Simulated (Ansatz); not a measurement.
# MgO (Fm-3m): the equilibrium volume

At what volume is MgO (Fm-3m) free of pressure?

Method: DFT PBEsol, scalar-relativistic, plane waves, PAW, in Ansatz 0.2.0.

2 further runs of the same task are left out: 2 set aside as unsound or not needed. Runs told in other sessions of the task aren't counted.

### Step 1. The system as given

The structure is cubic, space group Fm-3m (No. 225). Conventional cell: a = 4.194 Å, b = 4.194 Å, c = 4.194 Å, α = 90.00°, β = 90.00°, γ = 90.00°. Mg (site symmetry m-3m) has 6 O at 2.10 Å in its first shell of neighbours. O (site symmetry m-3m) has 6 Mg at 2.10 Å in its first shell of neighbours.

As a file:

```
Mg O
1.0
     0.00000    2.09700    2.09700
     2.09700    0.00000    2.09700
     2.09700    2.09700    0.00000
Mg O
1 1
Cartesian
  0.0000 0.0000 0.0000
  2.0970 2.0970 2.0970
```

### Step 2. At the starting volume (PBEsol, 8×8×8 mesh)

Input file input.yaml:

```yaml
crystal:
  lattice:
    - [0.0, 2.0970013927, 2.0970013927]
    - [2.0970013927, 0.0, 2.0970013927]
    - [2.0970013927, 2.0970013927, 0.0]
  atoms:
    - { symbol: Mg, position: [0.0, 0.0, 0.0] }
    - { symbol: O, position: [0.5, 0.5, 0.5] }
basis:
  ecutwfc: 420
kpoints:
  mp_grid: { grid: [8, 8, 8] }
hamiltonian:
  xc: pbesol
scf:
  occupations: { method: gaussian, width: 0.1 }
output:
  forces: true
  stress: true
  eigenvalues: true
```

Command:

```
$ ansatz run input.yaml --threads 8 --pin off --max-ram 16384MiB --backend cpu --events-out ev --progress --plain --runs-dir out
```

The runs that follow: Relaxing cell and atoms.

Before running it: what results should come out? Wanted: volume; pressure; conventional cell; gap on the mesh.

The runs gave:

```
         quantity                                                                      value
           volume                                                              9.354 Å³/atom
         pressure                                                                   0.01 GPa
conventional cell  a = 4.214 Å, b = 4.214 Å, c = 4.214 Å, α = 90.00°, β = 90.00°, γ = 90.00°
  gap on the mesh                                                                    4.62 eV
```

What this shows: From the first run shown, the volume went from 9.22 to 9.35 Å³/atom (+1.4 %) in 2 runs, where the pressure is zero within 0.01 GPa.

The gaps are Kohn-Sham values of a semilocal functional, not quasiparticle or optical gaps. Such gaps usually fall short of the measured ones.
